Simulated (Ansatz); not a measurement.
**Cu (hcp)**

Level of theory: DFT, PBE, scalar-relativistic, no spin polarisation; plane waves to 420 eV with PAW datasets (Ansatz 0.2.0), Γ-centred 18×18×10 mesh, 0.05 eV Gaussian smearing; PAW files: Ansatz's generated set soft_2.

```
Cu
1.0
     2.56857    0.00000    0.00000
    -1.28429    2.22445    0.00000
     0.00000    0.00000    4.19136
Cu
2
Cartesian
  0.0000 1.4830 3.1435
  1.2843 0.7415 1.0478
```

At room temperature and ambient pressure Cu is fcc.

Path: Γ–M–K–Γ–A–L–H–A | L–M | H–K, with Γ = (0.000, 0.000, 0.000), M = (0.500, 0.000, 0.000), K = (0.333, 0.333, 0.000), A = (0.000, 0.000, 0.500), L = (0.500, 0.000, 0.500), H = (0.333, 0.333, 0.500) in reciprocal vectors of the calculation's cell.

**Question.** Is it a metal or an insulator, and if it has a gap, where are the band edges on this path?

**Answer.** A metal: bands cross the Fermi level.

Bands as a text map, energy in eV from the Fermi level (dashes), each leg drawn with the same width:
```
  5.57 |                                        ***          *     *       
  5.14 |     *           *     *              **            **      *      
  4.71 |    **       * * *                 ***            **               
  4.29 |   *              *   *                                      *     
  3.86 |***                ***                    *                ****    
  3.43 |    *         *                          *                     ****
  3.00 |      *      **                         *                        **
  2.57 |            **    *                        *                       
  2.14 |   *      **                           *                           
  1.71 |       ***  *                         *                 ***        
  1.29 |           *       *                                 ***           
  0.86 |  *       *    *                    **             **              
  0.43 |         *                         *        *     **               
  0.00 |-------**-----------*-------------*-----------------*******--------
 -0.43 | *              *                                                  
 -0.86 |*     *              *           *           *                     
 -1.29 |     ****        *    *        **  **       * *   *********        
 -1.71 |******************************************** ******* **************
 -2.14 |** **           ***********      **** *****       ***  **  ****    
 -2.57 |**************************    ***    **    *****    ******* *******
 -3.00 |*********************************      ***********     ************
 -3.43 |   ***    ****    *           ****   ***** *****    *  **   ****   
 -3.86 |    **      ******                ***    ***      *******  ********
 -4.29 |   **********  *  **                  ***   *        ******        
 -4.71 | **    ***      *   *            *****       *    *********        
 -5.14 |*     *              ****       *                                  
 -5.57 |     *                   *                    *                    
 -6.00 |                 *        *    *                                   
        Γ      M      K      Γ      A      L      H      AL       MH      K
```
